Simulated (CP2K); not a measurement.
**BAs under changes of volume**

One of the cells (13.626 Å³/atom); the others are scaled copies at fixed shape and fractional positions:

```
As B
1.0
     3.37785    0.00000    0.00000
     1.68892    2.92530    0.00000
     1.68892    0.97510    2.75800
As B
1 1
Direct
  0.75000 0.75000 0.75000
  0.00000 0.00000 0.00000
```

- Program: CP2K 2026.2
- Functional: PBEsol
- Potentials or basis: POTENTIAL_UZH As GTH-PBE-q5, B GTH-PBE-q3; TZVP-MOLOPT-PBE-GTH basis
- Density cutoff: 6123 eV
- k mesh: 10 × 10 × 10
- Occupations: fermi-dirac, width 0.05 eV
- Spin: no spin polarisation

```csv
volume (Å³/atom),energy over the lowest point (meV/atom),pressure (GPa),gap on the mesh (eV)
12.809,37.62,12.3,1.00
13.081,19.89,8.6,1.02
13.354,8.08,5.3,1.04
13.626,1.61,2.3,1.06
13.899,0.00,-0.4,1.08
14.171,?,?,?
14.444,9.53,-5.1,1.11
```

What does the run at 14.171 Å³/atom give?

Energy over the lowest point 2.78 meV/atom; pressure -2.8 GPa; gap on the mesh 1.10 eV.

Worked out: A Birch-Murnaghan fit of order 3 (a polynomial in V^(-2/3)) to the other rows has its minimum at 13.86 Å³/atom with B0 = V·E''(V) = 133 GPa and B' = 4.1. It gives 2.77 meV/atom at 14.171 Å³/atom, against the run's 2.78, and -dE/dV = -2.8 GPa, against -2.8. A straight line through the other rows of the gap, of slope 0.928 eV per unit of ln V, gives 1.09 eV, against the run's 1.10.

Energies are extrapolated to zero smearing.

Caveats: the potentials were made for another functional, which shifts forces and pressure; the basis of atomic orbitals isn't converged, which shifts pressures, moduli and gaps.

A mesh can miss the band edges. Spin-orbit coupling on As is left out.
